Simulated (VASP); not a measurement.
KCl:

```
K Cl
1.0
     3.83920    0.00000    0.00000
     0.00000    3.83920    0.00000
     0.00000    0.00000    3.83920
K Cl
1 1
Direct
  0.00000 0.00000 0.00000
  0.50000 0.50000 0.50000
```

Measurements of this composition are mostly on another form, of space group No. 225.

Base run:

* Program: VASP 6.6.1
* Functional: PBEsol
* Potentials or basis: VASP PAW PBE potentials, release 64 (K_sv, Cl)
* Cutoff: 520 eV
* k mesh: 8 × 8 × 8
* Occupations: gaussian, width 0.02 eV
* Spin: no spin polarisation

Its results: band gap on the k mesh 4.62 eV, indirect (least direct gap 4.83 eV).

Question: The run is repeated on the same cell with these changes: functional from PBEsol to LDA; potentials or basis from VASP PAW PBE potentials, release 64 (K_sv, Cl) to VASP PAW LDA potentials, release 64 (K_sv, Cl). What comes out?

Answer: Band gap on the k mesh 4.37 eV, indirect (least direct gap 4.58 eV).
